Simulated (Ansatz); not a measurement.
# Ru: the cost of one run

Method: DFT PBE, scalar-relativistic, plane waves, PAW, in Ansatz 0.2.0.

## 1. Starting point

Symmetry: P6/mmm, No. 191, hexagonal system. The conventional cell has a = 2.572 Å, b = 2.572 Å, c = 2.404 Å, α = 90.00°, β = 90.00°, γ = 120.00°. Ru (site symmetry 6/mmm) is surrounded by 8 Ru at 2.40 to 2.57 Å.

Coordinates:

```cif
data_structure
_symmetry_space_group_name_H-M 'P6/mmm'
_symmetry_Int_Tables_number 191
_cell_length_a 2.5723
_cell_length_b 2.5723
_cell_length_c 2.4035
_cell_angle_alpha 90.000
_cell_angle_beta 90.000
_cell_angle_gamma 120.000
_cell_volume 13.77
loop_
_atom_site_label
_atom_site_type_symbol
_atom_site_symmetry_multiplicity
_atom_site_Wyckoff_symbol
_atom_site_fract_x
_atom_site_fract_y
_atom_site_fract_z
_atom_site_occupancy
Ru1 Ru 1 a 0.00000 0.00000 0.00000 1
```

This is candidate A: simple hexagonal type (P6/mmm, No. 191).

(A quick probe on a coarse mesh, which set the mesh and smearing, is not shown.)

## 3. A loose first relaxation (candidate A)

Contents of input.yaml:

```yaml
crystal:
  lattice:
    - [2.5723315739, 0.0, 0.0]
    - [-1.2861657869, 2.2277044899, 0.0]
    - [0.0, 0.0, 2.4035223143]
  atoms:
    - { symbol: Ru, position: [0.0, 0.0, 0.0] }
basis:
  ecutwfc: 420
kpoints:
  mp_grid: { grid: [9, 9, 8] }
hamiltonian:
  xc: pbe
scf:
  occupations: { method: gaussian, width: 0.1 }
  lower_state_search: "off"
output:
  forces: true
  stress: true
  eigenvalues: true
relax:
  adjacent_minimum: "off"
  f_tol: 0.04
  max_steps: 70
  cell: { stress_tol: 0.4 }
```

**Question.** How long does this run take on 1 thread of an x86-64 CPU, shared host, and how much memory does it need?

About 2.2 s, with a peak of 0.31 GiB.
